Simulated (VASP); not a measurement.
# W (Im-3m) in VASP: further runs

Runs on W. Level: PBE. Tasks: single point.

Program: VASP 6.6.1. These are calculated values, not measurements. Logs are shortened: lines on timing, memory, paths and dates and some standing lists are left out, and cuts for length are marked.

**1. Starting point**

It takes space group Im-3m (No. 229, cubic). Conventional cell: a = 3.165 Å, b = 3.165 Å, c = 3.165 Å, α = 90.00°, β = 90.00°, γ = 90.00°. W (site symmetry m-3m) has 8 W at 2.74 Å as nearest neighbours.

**2. Single point, PBE**

Input file INCAR:

```
SYSTEM = W
ADDGRID = .False. ; ALGO = Normal
EDIFF = 1E-7 ; ENCUT = 340
GGA = PE ; ISIF = 2
ISMEAR = 1 ; LASPH = .True.
LCHARG = .False. ; LREAL = .False.
LWAVE = .False. ; NELM = 100
PREC = Accurate ; SIGMA = 0.2
```

Input file KPOINTS:

```
k-points
0
Gamma
  7 7 7
  0 0 0
```

Input file POSCAR:

```
W
1.0
   -1.5823450000      1.5823450000      1.5823450000
    1.5823450000     -1.5823450000      1.5823450000
    1.5823450000      1.5823450000     -1.5823450000
W
1
Direct
    0.0000000000      0.0000000000      0.0000000000
```

Potentials or basis: VASP PAW PBE potentials, release 64 (W).

On the command line:

```bash
$ cat potpaw_PBE.64/W/POTCAR > POTCAR
$ mpirun -np 1 vasp_std > vasp.out
```

OUTCAR:

```text
SYSTEM = W
   EDIFF = 1E-7
   ENCUT = 340
   GGA = PE
   ISIF = 2
   ISMEAR = 1
   LASPH = .True.
   LREAL = .False.
   NELM = 100
   PREC = Accurate

 Found     20 irreducible k-points:

 Following reciprocal coordinates:
            Coordinates               Weight
  0.000000  0.000000  0.000000      1.000000
  0.142857  0.000000  0.000000     12.000000
  0.285714  0.000000  0.000000     12.000000
  0.428571  0.000000  0.000000     12.000000
  0.142857  0.142857  0.000000     24.000000
  0.285714  0.142857 -0.000000     48.000000
   k-points           NKPTS =     20   k-points in BZ     NKDIM =     20   number of bands    NBANDS=      7
   number of dos      NEDOS =    301   number of ions     NIONS =      1
   total plane-waves  NPLWV =   4096
   dimension x,y,z NGX =    16 NGY =   16 NGZ =   16
   dimension x,y,z NGXF=    32 NGYF=   32 NGZF=   32
   ions per type =               1
   NGX,Y,Z   is equivalent  to a cutoff of   9.71,  9.71,  9.71 a.u.
   NGXF,Y,Z  is equivalent  to a cutoff of  19.41, 19.41, 19.41 a.u.
 SYSTEM =  W
   PREC   = accura    normal or accurate (medium, high low for compatibility)
   ISTART =      0    job   : 0-new  1-cont  2-samecut
   ICHARG =      2    charge: 1-file 2-atom 10-const
   ISPIN  =      1    spin polarized calculation?
   LNONCOLLINEAR =      F non collinear calculations
   LSORBIT =      F    spin-orbit coupling
   LASPH  =      T    aspherical Exc in radial PAW
   ENCUT  =  340.0 eV  24.99 Ry    5.00 a.u.   4.12  4.12  4.12*2*pi/ulx,y,z
   NELM   =    100;   NELMIN=  2; NELMDL= -5     # of ELM steps
   EDIFF  = 0.1E-06   stopping-criterion for ELM
   LREAL  =      F    real-space projection
   EDIFFG = 0.1E-05   stopping-criterion for IOM
   NSW    =      0    number of steps for IOM
   IBRION =     -1    ionic relax: 0-MD 1-quasi-New 2-CG
   NFREE  =      0    steps in history (QN), initial steepest desc. (CG)
   ISIF   =      2    stress and relaxation
   ISYM   =      2    0-nonsym 1-usesym 2-fastsym
   POTIM  = 0.5000    time-step for ionic-motion
   TEBEG  =    0.0;   TEEND  =   0.0 temperature during run
   PSTRESS=    0.0 pullay stress
   NELECT =       6.0000    total number of electrons
   NUPDOWN=      -1.0000    fix difference up-down
   EMIN   =  10.00;   EMAX   =-10.00  energy-range for DOS
   EFERMI =   0.00;   METHOD = LEGACY
   ISMEAR =     1;   SIGMA  =   0.20  broadening in eV -4-tet -1-fermi 0-gaus
   EFERMI_NEDOS =   21; number of points for ismear=-14 and -15
   IALGO  =     38    algorithm
   IMIX   =      4    mixing-type and parameters
     AMIX     =   0.40;   BMIX     =  1.00
     AMIX_MAG =   1.60;   BMIX_MAG =  1.00
  volume/ion in A,a.u.               =      15.85       106.94
  Fermi-wavevector in a.u.,A,eV,Ry     =   1.184325  2.238049 19.083867  1.402625
  Thomas-Fermi vector in A             =   2.320541
   LORBIT       =      0    0 simple, 1 ext, 2 COOP (PROOUT), +10 PAW based schemes
   GGA     = PE    functional components
   LHFCALC =     F    Hartree Fock is set to
   AEXX    =    0.0000 exact exchange contribution
   IVDW    =     0    specifies the selected vdW correction
   LEPSILON=     F    determine dielectric tensor
   LRPA    =     F    only Hartree local field effects (RPA)
 non-spin polarized calculation
 Methfessel and Paxton  Order N= 1 SIGMA  =   0.20
  energy-cutoff  :      340.00
  volume of cell :       15.85
 maximum number of plane-waves:       236
   NGX =  9   NGY =  9   NGZ =  9

 number of electron       5.9999999 magnetization

 Free energy of the ion-electron system (eV)
  ---------------------------------------------------
  ext. energy  EPLUGINS =         0.00000000
  ---------------------------------------------------
  free energy    TOTEN  =       -12.94831750 eV

  energy without entropy =      -12.94268460  energy(sigma->0) =      -12.94643987

 E-fermi :   7.8811     XC(G=0): -13.1444

 val. band max:        7.8235575615   @ k =  -0.4286  -0.4286   0.2857
 cond. band min:       7.9755924865   @ k =  -0.2857   0.2857   0.1429
 fundamental gap:      0.1520349249
 Fermi energy:         7.8811448222

 k-point     1 :       0.0000    0.0000    0.0000
  band No.  band energies     occupation
      1      -1.7962      2.00000
      2       6.5705      2.00000
      3       6.5705      2.00000
      4       6.5705      2.00000
      5      10.0500     -0.00000
      6      10.0500     -0.00000
      7      23.0506      0.00000

 k-point     2 :       0.1429    0.0000    0.0000
  band No.  band energies     occupation
      1      -0.8777      2.00000
      2       6.0356      2.00000
      3       6.3720      2.00000
      4       7.5154      2.02672
      5       9.4404     -0.00000
      6      10.0842     -0.00000
      7      23.6650      0.00000

 k-point     3 :       0.2857    0.0000    0.0000
  band No.  band energies     occupation
      1       1.0230      2.00000
      2       5.0235      2.00000
      3       5.9971      2.00000
      4       9.5761     -0.00000
      5      10.1149     -0.00000
      6      10.3521     -0.00000
      7      22.4655      0.00000

 k-point     4 :       0.4286    0.0000    0.0000
  band No.  band energies     occupation
      1       1.5789      2.00000
      2       4.3400      2.00000
      3       7.8116      1.55108
      4      10.0339     -0.00000
      5      10.8198     -0.00000
      6      13.2568      0.00000
      7      19.5922      0.00000

 k-point     5 :       0.1429    0.1429    0.0000
  band No.  band energies     occupation
      1       0.6684      2.00000
      2       5.5219      2.00000
      3       5.5274      2.00000
      4       8.9962     -0.00000
      5       9.5165     -0.00000
      6      10.5382     -0.00000
      7      24.0021      0.00000

 k-point     6 :       0.2857    0.1429   -0.0000
  band No.  band energies     occupation
      1       2.1734      2.00000
      2       4.6729      2.00000
      3       5.8394      2.00000
      4       9.5056     -0.00000
      5      10.8844     -0.00000
      6      12.8495      0.00000
      7      20.5043      0.00000

 [... further k-points ...]

------------------------ aborting loop because EDIFF is reached ----------------------------------------

  FORCE on cell =-STRESS in cart. coord.  units (eV):
  Direction    XX          YY          ZZ          XY          YZ          ZX
  --------------------------------------------------------------------------------------
  -------------------------------------------------------------------------------------
  Total        0.2446080      0.2446080      0.2446080     -0.0000000     -0.0000000      0.0000000
  in kB       24.7296399     24.7296399     24.7296399     -0.0000000     -0.0000000      0.0000000
  external PRESSURE =      24.7296399 kB  Pullay stress =       0.0000000 kB

 VOLUME and BASIS-vectors are now :
 -----------------------------------------------------------------------------
  energy-cutoff  :      340.00
  volume of cell :       15.85
      direct lattice vectors                 reciprocal lattice vectors
    -1.582345000  1.582345000  1.582345000     0.000000000  0.315986716  0.315986716
     1.582345000 -1.582345000  1.582345000     0.315986716  0.000000000  0.315986716
     1.582345000  1.582345000 -1.582345000     0.315986716  0.315986716  0.000000000

 POSITION                                       TOTAL-FORCE (eV/Angst)
 -----------------------------------------------------------------------------------
      0.00000      0.00000      0.00000         0.000000      0.000000      0.000000
 -----------------------------------------------------------------------------------
    total drift:                               -0.000000      0.000000      0.000000

  FREE ENERGIE OF THE ION-ELECTRON SYSTEM (eV)
  ---------------------------------------------------
  free  energy   TOTEN  =       -12.9483175046 eV

  energy  without entropy=      -12.9426846046  energy(sigma->0) =      -12.94643987
```

It took 1.5 s on 1 thread of AMD EPYC 9R45 (Zen 5), shared host; peak memory 0.08 GiB.

These settings aren't checked as converged: the numbers below hold their error.

Results:

```yaml
Free_energy: -12.9483 eV
Pressure: 2.5 GPa
Band_gap_on_the_k_mesh: none (metal or under the smearing width)
```

Caveat: the k mesh is coarse (spacing up to 0.40 Å⁻¹), so the values aren't converged.

**3. Single point, PBE**

INCAR, as its differences from that of step 2:

```diff
@@ -2,3 +2,3 @@
 ADDGRID = .False. ; ALGO = Normal
-EDIFF = 1E-7 ; ENCUT = 340
+EDIFF = 1E-7 ; ENCUT = 400
 GGA = PE ; ISIF = 2
```

KPOINTS is that of step 2.

POSCAR is that of step 2.

Potentials or basis: VASP PAW PBE potentials, release 64 (W).

On the command line:

```bash
$ cat potpaw_PBE.64/W/POTCAR > POTCAR
$ mpirun -np 1 vasp_std > vasp.out
```

Wall time 1.8 s (1 thread of AMD EPYC 9R45 (Zen 5), shared host); peak memory 0.08 GiB.

The run converged, but some of its settings lie outside the range that counts as converged, so its numbers aren't taken as properties of the crystal.

Results:

```yaml
Free_energy: -12.9510 eV
Pressure: 3.0 GPa
Band_gap_on_the_k_mesh: none (metal or under the smearing width)
```

Caveat: the k mesh is coarse (spacing up to 0.40 Å⁻¹), so the values aren't converged.

**4. Single point, PBE**

INCAR, as its differences from that of step 3:

```diff
@@ -2,3 +2,3 @@
 ADDGRID = .False. ; ALGO = Normal
-EDIFF = 1E-7 ; ENCUT = 400
+EDIFF = 1E-7 ; ENCUT = 460
 GGA = PE ; ISIF = 2
```

KPOINTS is that of step 3.

POSCAR is that of step 3.

On the command line:

```bash
$ cat potpaw_PBE.64/W/POTCAR > POTCAR
$ mpirun -np 1 vasp_std > vasp.out
```

Run time: 2.1 s. Hardware: 1 thread of AMD EPYC 9R45 (Zen 5), shared host; peak memory 0.09 GiB.

The run converged, but some of its settings lie outside the range that counts as converged, so its numbers aren't taken as properties of the crystal.

Results:

```
Free energy            : -12.9514 eV
Pressure               : 3.1 GPa
Band gap on the k mesh : none (metal or under the smearing width)
```

Caveat: the k mesh is coarse (spacing up to 0.40 Å⁻¹), so the values aren't converged.

**5. Single point, PBE**

INCAR, as its differences from that of step 4:

```diff
@@ -2,3 +2,3 @@
 ADDGRID = .False. ; ALGO = Normal
-EDIFF = 1E-7 ; ENCUT = 460
+EDIFF = 1E-7 ; ENCUT = 280
 GGA = PE ; ISIF = 2
```

Input file KPOINTS:

```
k-points
0
Gamma
  9 9 9
  0 0 0
```

POSCAR is that of step 4.

Potentials or basis: VASP PAW PBE potentials, release 64 (W).

On the command line:

```bash
$ cat potpaw_PBE.64/W/POTCAR > POTCAR
$ mpirun -np 1 vasp_std > vasp.out
```

OUTCAR:

```text
SYSTEM = W
   EDIFF = 1E-7
   ENCUT = 280
   GGA = PE
   ISIF = 2
   ISMEAR = 1
   LASPH = .True.
   LREAL = .False.
   NELM = 100
   PREC = Accurate

 Found     35 irreducible k-points:

 Following reciprocal coordinates:
            Coordinates               Weight
  0.000000  0.000000  0.000000      1.000000
  0.111111  0.000000  0.000000     12.000000
  0.222222  0.000000  0.000000     12.000000
  0.333333  0.000000  0.000000     12.000000
  0.444444  0.000000  0.000000     12.000000
  0.111111  0.111111  0.000000     24.000000
   k-points           NKPTS =     35   k-points in BZ     NKDIM =     35   number of bands    NBANDS=      7
[... 136 lines left out ...]

  FORCE on cell =-STRESS in cart. coord.  units (eV):
  Direction    XX          YY          ZZ          XY          YZ          ZX
  --------------------------------------------------------------------------------------
  -------------------------------------------------------------------------------------
  Total        0.1006941      0.1006941      0.1006941      0.0000000     -0.0000000      0.0000000
  in kB       10.1800782     10.1800782     10.1800782      0.0000000     -0.0000000      0.0000000
  external PRESSURE =      10.1800782 kB  Pullay stress =       0.0000000 kB

 VOLUME and BASIS-vectors are now :
 -----------------------------------------------------------------------------
  energy-cutoff  :      280.00
  volume of cell :       15.85
      direct lattice vectors                 reciprocal lattice vectors
    -1.582345000  1.582345000  1.582345000     0.000000000  0.315986716  0.315986716
     1.582345000 -1.582345000  1.582345000     0.315986716  0.000000000  0.315986716
     1.582345000  1.582345000 -1.582345000     0.315986716  0.315986716  0.000000000

 POSITION                                       TOTAL-FORCE (eV/Angst)
 -----------------------------------------------------------------------------------
      0.00000      0.00000      0.00000        -0.000000      0.000000     -0.000000
 -----------------------------------------------------------------------------------
    total drift:                               -0.000000      0.000000      0.000000

  FREE ENERGIE OF THE ION-ELECTRON SYSTEM (eV)
  ---------------------------------------------------
  free  energy   TOTEN  =       -13.0241380946 eV

  energy  without entropy=      -13.0188000658  energy(sigma->0) =      -13.02235875
```

Wall time 1.8 s (1 thread of AMD EPYC 9R45 (Zen 5), shared host); peak memory 0.08 GiB.

The run converged, but some of its settings lie outside the range that counts as converged, so its numbers aren't taken as properties of the crystal.

Results:

* Free energy: -13.0241 eV
* Pressure: 1.0 GPa
* Band gap on the k mesh: none (metal or under the smearing width)

Caveat: the cutoff is under 1.25 times the usual one of these potentials, so pressure, stress and relaxed cells hold a basis-set (Pulay) error.

[end of part 1 of 2]
